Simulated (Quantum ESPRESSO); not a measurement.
# KTaO3 (Pm-3m) in Quantum ESPRESSO: reference runs

Reference runs on KTaO3: the cell as given.

Program: Quantum ESPRESSO 7.5. These are calculated values, not measurements. Logs are shortened: lines on timing, memory, paths and dates and some standing lists are left out, and cuts for length are marked.

## 1. The crystal as given

Symmetry: Pm-3m, No. 221, cubic system. Conventional cell: a = 3.988 Å, b = 3.988 Å, c = 3.988 Å, α = 90.00°, β = 90.00°, γ = 90.00°. Ta (site symmetry m-3m) has 6 O at 1.99 Å as nearest neighbours. K (site symmetry m-3m) is surrounded by 12 O at 2.82 Å. Around O (site symmetry 4/mmm) lie 2 Ta at 1.99 Å.

## 2. Single point, PBEsol

pw.in

```
&CONTROL
  calculation = 'scf'
  prefix = 'pwscf'
  outdir = './tmp'
  pseudo_dir = './pseudo'
  tprnfor = .true.
  tstress = .true.
  disk_io = 'low'
/
&SYSTEM
  ibrav = 0
  nat = 5
  ntyp = 3
  ecutwfc = 56
  ecutrho = 448
  nbnd = 28
  occupations = 'smearing'
  smearing = 'fd'
  degauss = 0.00367493
/
&ELECTRONS
  conv_thr = 1d-09
  electron_maxstep = 120
  mixing_beta = 0.5
/
ATOMIC_SPECIES
Ta   180.9479 ta_pbesol_v1.uspp.F.UPF
K     39.0983 k_pbesol_v1.4.uspp.F.UPF
O     15.9990 o_pbesol_v1.2.uspp.F.UPF
CELL_PARAMETERS angstrom
   3.9883000000    0.0000000000    0.0000000000
   0.0000000000    3.9883000000    0.0000000000
   0.0000000000    0.0000000000    3.9883000000
ATOMIC_POSITIONS crystal
Ta     0.0000000000    0.0000000000    0.0000000000
K      0.5000000000    0.5000000000    0.5000000000
O      0.0000000000    0.0000000000    0.5000000000
O      0.0000000000    0.5000000000    0.0000000000
O      0.5000000000    0.0000000000    0.0000000000
K_POINTS automatic
7 7 7 0 0 0
```

pp_density.in

```
&INPUTPP
  prefix = 'pwscf'
  outdir = './tmp'
  filplot = 'density.dat'
  plot_num = 0
/
&PLOT
  nfile = 1
  filepp(1) = 'density.dat'
  iflag = 3
  output_format = 6
  fileout = 'density.cube'
/
```

pp_potential.in

```
&INPUTPP
  prefix = 'pwscf'
  outdir = './tmp'
  filplot = 'potential.dat'
  plot_num = 11
/
&PLOT
  nfile = 1
  filepp(1) = 'potential.dat'
  iflag = 3
  output_format = 6
  fileout = 'potential.cube'
/
```

Potentials or basis: GBRV 1.5 PBEsol.

On the command line:

```
$ OMP_NUM_THREADS=1 mpirun -n 2 pw.x -nk 2 -in pw.in > pw.out
$ OMP_NUM_THREADS=1 mpirun -n 1 pp.x -in pp_density.in > pp_density.out
$ OMP_NUM_THREADS=1 mpirun -n 1 pp.x -in pp_potential.in > pp_potential.out
```

pw.out:

```text
This program is part of the open-source Quantum ESPRESSO suite
     for quantum simulation of materials; please cite
         "P. Giannozzi et al., J. Phys.:Condens. Matter 21 395502 (2009);
         "P. Giannozzi et al., J. Phys.:Condens. Matter 29 465901 (2017);
         "P. Giannozzi et al., J. Chem. Phys. 152 154105 (2020);
     in publications or presentations arising from this work. More details at

     Message from routine setup:
     using ibrav=0 with symmetry is DISCOURAGED, use correct ibrav instead

     K-points division:     npool     =       2
     Subspace diagonalization in iterative solution of the eigenvalue problem:
     a serial algorithm will be used

     G-vector sticks info
     --------------------
     sticks:   dense  smooth     PW     G-vecs:    dense   smooth      PW
     Sum        2025    1005    293                68507    24207    3887

     Using Slab Decomposition

     bravais-lattice index     =            0
     lattice parameter (alat)  =       7.5368  a.u.
     unit-cell volume          =     428.1146 (a.u.)^3
     number of atoms/cell      =            5
     number of atomic types    =            3
     number of electrons       =        40.00
     number of Kohn-Sham states=           28
     kinetic-energy cutoff     =      56.0000  Ry
     charge density cutoff     =     448.0000  Ry
     scf convergence threshold =      1.0E-09
     mixing beta               =       0.5000
     number of iterations used =            8  plain     mixing
     Exchange-correlation= SLA  PW   PSX  PSC
                           (   1   4  10   8   0   0   0)

     celldm(1)=   7.536795  celldm(2)=   0.000000  celldm(3)=   0.000000
     celldm(4)=   0.000000  celldm(5)=   0.000000  celldm(6)=   0.000000

     crystal axes: (cart. coord. in units of alat)
               a(1) = (   1.000000   0.000000   0.000000 )
               a(2) = (   0.000000   1.000000   0.000000 )
               a(3) = (   0.000000   0.000000   1.000000 )

     reciprocal axes: (cart. coord. in units 2 pi/alat)
               b(1) = (  1.000000  0.000000  0.000000 )
               b(2) = (  0.000000  1.000000  0.000000 )
               b(3) = (  0.000000  0.000000  1.000000 )

     PseudoPot. # 1 for Ta read from file:
     ta_pbesol_v1.uspp.F.UPF
     Pseudo is Ultrasoft + core correction, Zval = 13.0
     Generated by new atomic code, or converted to UPF format
     Using radial grid of  921 points,  7 beta functions with:
                l(1) =   0
                l(2) =   0
                l(3) =   1
                l(4) =   1
                l(5) =   2
                l(6) =   2
                l(7) =   3
     Q(r) pseudized with  6 coefficients,  rinner =    1.300   1.300   1.300
                                                       1.300   1.300   1.300
                                                       1.300

     PseudoPot. # 2 for K  read from file:
     k_pbesol_v1.4.uspp.F.UPF
     Pseudo is Ultrasoft + core correction, Zval =  9.0
     Generated by new atomic code, or converted to UPF format
     Using radial grid of  841 points,  6 beta functions with:
                l(1) =   0
                l(2) =   0
                l(3) =   1
                l(4) =   1
                l(5) =   2
                l(6) =   2
     Q(r) pseudized with  6 coefficients,  rinner =    1.500   1.500   1.500
                                                       1.500   1.500

     PseudoPot. # 3 for O  read from file:
     o_pbesol_v1.2.uspp.F.UPF
     Pseudo is Ultrasoft + core correction, Zval =  6.0
     Generated by new atomic code, or converted to UPF format
     Using radial grid of  737 points,  5 beta functions with:
                l(1) =   0
                l(2) =   0
                l(3) =   1
                l(4) =   1
                l(5) =   2
     Q(r) pseudized with  8 coefficients,  rinner =    0.900   0.900   0.900
                                                       0.900   0.900

     atomic species   valence    mass     pseudopotential
     Ta               13.00   180.94790     Ta( 1.00)
     K                 9.00    39.09830     K ( 1.00)
     O                 6.00    15.99900     O ( 1.00)

     48 Sym. Ops., with inversion, found

   Cartesian axes

     site n.     atom                  positions (alat units)
         1        Ta     tau(   1) = (   0.0000000   0.0000000   0.0000000  )
         2        K      tau(   2) = (   0.5000000   0.5000000   0.5000000  )
         3        O      tau(   3) = (   0.0000000   0.0000000   0.5000000  )
         4        O      tau(   4) = (   0.0000000   0.5000000   0.0000000  )
         5        O      tau(   5) = (   0.5000000   0.0000000   0.0000000  )

     number of k points=    20  Fermi-Dirac smearing, width (Ry)=  0.0037
                       cart. coord. in units 2pi/alat
        k(    1) = (   0.0000000   0.0000000   0.0000000), wk =   0.0058309
        k(    2) = (   0.0000000   0.0000000   0.1428571), wk =   0.0349854
        k(    3) = (   0.0000000   0.0000000   0.2857143), wk =   0.0349854
        k(    4) = (   0.0000000   0.0000000   0.4285714), wk =   0.0349854
        k(    5) = (   0.0000000   0.1428571   0.1428571), wk =   0.0699708
        k(    6) = (   0.0000000   0.1428571   0.2857143), wk =   0.1399417
[... 12 lines left out ...]
        k(   19) = (   0.2857143   0.4285714   0.4285714), wk =   0.1399417
        k(   20) = (   0.4285714   0.4285714   0.4285714), wk =   0.0466472

     Dense  grid:    68507 G-vectors     FFT dimensions: (  54,  54,  54)

     Smooth grid:    24207 G-vectors     FFT dimensions: (  36,  36,  36)

     Initial potential from superposition of free atoms

     starting charge      39.4953, renormalised to      40.0000

     negative rho (up, down):  9.341E-02 0.000E+00
     Starting wfcs are   33 randomized atomic wfcs

     Self-consistent Calculation

     iteration #  1     ecut=    56.00 Ry     beta= 0.50
     Davidson diagonalization with overlap
     ethr =  1.00E-02,  avg # of iterations =  6.7

     negative rho (up, down):  9.517E-02 0.000E+00

     total energy              =    -295.35804865 Ry
     estimated scf accuracy    <       1.47340245 Ry

     iteration #  2     ecut=    56.00 Ry     beta= 0.50
     Davidson diagonalization with overlap
     ethr =  3.68E-03,  avg # of iterations =  2.5

     negative rho (up, down):  9.613E-02 0.000E+00

     total energy              =    -295.72150612 Ry
     estimated scf accuracy    <       0.94950603 Ry

     iteration #  3     ecut=    56.00 Ry     beta= 0.50
     Davidson diagonalization with overlap
     ethr =  2.37E-03,  avg # of iterations =  1.9

     negative rho (up, down):  9.688E-02 0.000E+00

     total energy              =    -295.91958613 Ry
     estimated scf accuracy    <       0.02373699 Ry

     iteration #  4     ecut=    56.00 Ry     beta= 0.50
     Davidson diagonalization with overlap
     ethr =  5.93E-05,  avg # of iterations =  7.8
[... 55 lines left out ...]
     negative rho (up, down):  9.818E-02 0.000E+00

     total energy              =    -295.92585550 Ry
     estimated scf accuracy    <       0.00000003 Ry

     iteration # 11     ecut=    56.00 Ry     beta= 0.50
     Davidson diagonalization with overlap
     ethr =  8.17E-11,  avg # of iterations =  4.2

     negative rho (up, down):  9.818E-02 0.000E+00

     total energy              =    -295.92585552 Ry
     estimated scf accuracy    <       0.00000001 Ry

     iteration # 12     ecut=    56.00 Ry     beta= 0.50
     Davidson diagonalization with overlap
     ethr =  2.92E-11,  avg # of iterations =  2.0

     negative rho (up, down):  9.818E-02 0.000E+00

     End of self-consistent calculation

          k = 0.0000 0.0000 0.0000 (  2969 PWs)   bands (ev):

   -58.7964 -25.3199 -25.3199 -25.3199 -18.4361  -8.7588  -8.0385  -8.0385
    -2.0611  -2.0611  -2.0611   6.2389   6.2389   6.2389   7.6005   7.6005
     7.6005   8.0474   8.0474   8.0474  10.8091  10.8091  10.8091  15.1493
    15.4904  15.4904  16.6132  16.6132

          k = 0.0000 0.0000 0.1429 (  3014 PWs)   bands (ev):

   -58.7964 -25.3366 -25.3191 -25.3191 -18.4306  -8.7026  -8.0339  -7.9270
    -2.0536  -2.0536  -2.0327   5.7463   6.2141   6.2141   7.2915   7.2915
     7.4968   7.5049   7.9503   7.9503  10.8386  11.4302  11.4302  15.4881
    15.5018  16.2952  16.8719  16.9318

          k = 0.0000 0.0000 0.2857 (  3034 PWs)   bands (ev):

   -58.7963 -25.3740 -25.3175 -25.3175 -18.4182  -8.6524  -8.0236  -7.5617
    -2.0364  -2.0364  -1.9680   4.4381   6.1562   6.1562   6.7276   6.7276
     6.8537   7.3022   7.8685   7.8685  10.9067  12.6272  12.6272  15.5199
    16.2328  17.2773  17.4829  18.1492

          k = 0.0000 0.0000 0.4286 (  3010 PWs)   bands (ev):

   -58.7962 -25.4035 -25.3162 -25.3162 -18.4082  -8.6543  -8.0154  -7.1766
    -2.0226  -2.0226  -1.9154   3.3685   6.1070   6.1070   6.3788   6.3788
     6.5420   7.1497   7.8254   7.8254  10.9633  13.5562  13.5562  15.5307
    16.9711  17.6524  18.0091  19.5673

          k = 0.0000 0.1429 0.1429 (  3021 PWs)   bands (ev):
[... 90 lines left out ...]
          k = 0.2857 0.2857 0.4286 (  3040 PWs)   bands (ev):

   -58.7960 -25.3978 -25.3674 -25.3669 -18.3889  -7.7809  -7.4846  -7.1958
    -2.2066  -2.1525  -2.0322   3.3651   4.4711   4.4930   4.7403   5.0781
     5.3833   8.0115   8.1385   8.3456  13.6486  14.2463  14.3549  18.1267
    18.3262  18.5013  19.3260  19.4870

          k = 0.2857 0.4286 0.4286 (  3029 PWs)   bands (ev):

   -58.7959 -25.3963 -25.3962 -25.3657 -18.3834  -7.6203  -7.1991  -7.1766
    -2.2349  -2.2187  -2.1364   3.3198   3.4233   4.5131   4.5611   5.0547
     5.0666   8.2130   8.2369   8.5864  14.3149  14.3437  14.9027  17.8368
    18.2794  18.4054  19.7698  19.8072

          k = 0.4286 0.4286 0.4286 (  3052 PWs)   bands (ev):

   -58.7959 -25.3949 -25.3947 -25.3947 -18.3779  -7.2087  -7.1469  -7.1469
    -2.3081  -2.3081  -2.2631   3.2867   3.4283   3.4283   4.7194   4.8076
     4.8076   8.5644   8.5644   8.6184  14.8906  14.9552  14.9552  17.7152
    17.7152  17.7628  19.5437  21.1353

     the Fermi energy is     9.7801 ev

!    total energy              =    -295.92585552 Ry
     estimated scf accuracy    <          4.8E-10 Ry
     smearing contrib. (-TS)   =      -0.00000000 Ry
     internal energy E=F+TS    =    -295.92585552 Ry

     The total energy is F=E-TS. E is the sum of the following terms:
     one-electron contribution =     -72.52694113 Ry
     hartree contribution      =      56.67495515 Ry
     xc contribution           =     -72.70939671 Ry
     ewald contribution        =    -207.36447283 Ry

     convergence has been achieved in  12 iterations

     negative rho (up, down):  9.818E-02 0.000E+00

     Forces acting on atoms (cartesian axes, Ry/au):

     atom    1 type  1   force =     0.00000000    0.00000000    0.00000000
     atom    2 type  2   force =     0.00000000    0.00000000    0.00000000
     atom    3 type  3   force =     0.00000000    0.00000000    0.00000000
     atom    4 type  3   force =     0.00000000    0.00000000    0.00000000
     atom    5 type  3   force =     0.00000000    0.00000000    0.00000000

     Total force =     0.000000     Total SCF correction =     0.000000

     Computing stress (Cartesian axis) and pressure

     negative rho (up, down):  9.818E-02 0.000E+00
          total   stress  (Ry/bohr**3)                   (kbar)     P=       -1.08
  -0.00000736   0.00000000   0.00000000           -1.08        0.00        0.00
   0.00000000  -0.00000736   0.00000000            0.00       -1.08        0.00
   0.00000000   0.00000000  -0.00000736            0.00        0.00       -1.08

=------------------------------------------------------------------------------=
   JOB DONE.
=------------------------------------------------------------------------------=
```

Wall time 36 s (2 MPI ranks of Intel Xeon 6975P-C (Granite Rapids), shared host); peak memory 0.6 GiB.

Results:

| Quantity | Value |
| --- | --- |
| Free energy | -4026.2764 eV |
| Pressure | -0.1 GPa |
| Band gap on the k mesh | 2.19 eV, indirect (least direct gap 2.76 eV) |

Caveat: spin-orbit coupling is left out, which moves the levels of the heavy elements; an odd mesh through Γ misses points on the zone boundary, where band edges often lie.
